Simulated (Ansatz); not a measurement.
MoS2:

```
CELL_PARAMETERS angstrom
3.16900 0.00000 0.00000
-1.58450 2.74443 0.00000
0.00000 0.00000 12.32400
ATOMIC_POSITIONS crystal
Mo 0.66667 0.33333 0.75000
Mo 0.33333 0.66667 0.25000
S 0.66667 0.33333 0.37700
S 0.33333 0.66667 0.87700
S 0.66667 0.33333 0.12300
S 0.33333 0.66667 0.62300
```

| Item | Value |
| --- | --- |
| Program | Ansatz 0.2.0 |
| Task | relaxation of cell and atoms |
| Functional | BLYP |
| Dispersion | D4 |
| Potentials or basis | Ansatz PAW |
| Cutoff | 420 eV (not typed: the program's choice for these potentials) |
| k mesh | 10 × 10 × 3 |
| Occupations | fermi-dirac, width 0.05 eV |
| Spin | no spin polarisation |

At the start: volume 17.86 Å³/atom.

**Question.** Where does the relaxation end?

**Answer.** It ends after 6 steps and the volume is 17.67 Å³/atom (-1.1 %); space group P6_3/mmc (No. 194, to 0.05 Å).

The path:
```csv
step,energy change (eV),largest force (eV/Å),volume (Å³)
1,0.0000,0.3128,107.18
2,-0.0217,0.0989,104.66
3,-0.0390,0.0439,106.20
4,-0.0393,0.0065,106.16
5,-0.0394,0.0001,105.99
6,-0.0393,0.0001,105.99
```

Final structure:
```
CELL_PARAMETERS angstrom
3.19579 0.00000 0.00000
-1.59789 2.76763 0.00000
0.00000 0.00000 11.98378
ATOMIC_POSITIONS crystal
Mo 0.66667 0.33333 0.75000
Mo 0.33333 0.66667 0.25000
S 0.66667 0.33333 0.38079
S 0.33333 0.66667 0.88079
S 0.66667 0.33333 0.11921
S 0.33333 0.66667 0.61921
```

Caveat: the plane-wave basis is chosen anew once the cell has moved, so the energies of steps on either side of that aren't comparable; the PAW data sets come from PBE, with cores solved anew for the run's functional, which leaves a small shift of forces and pressure.
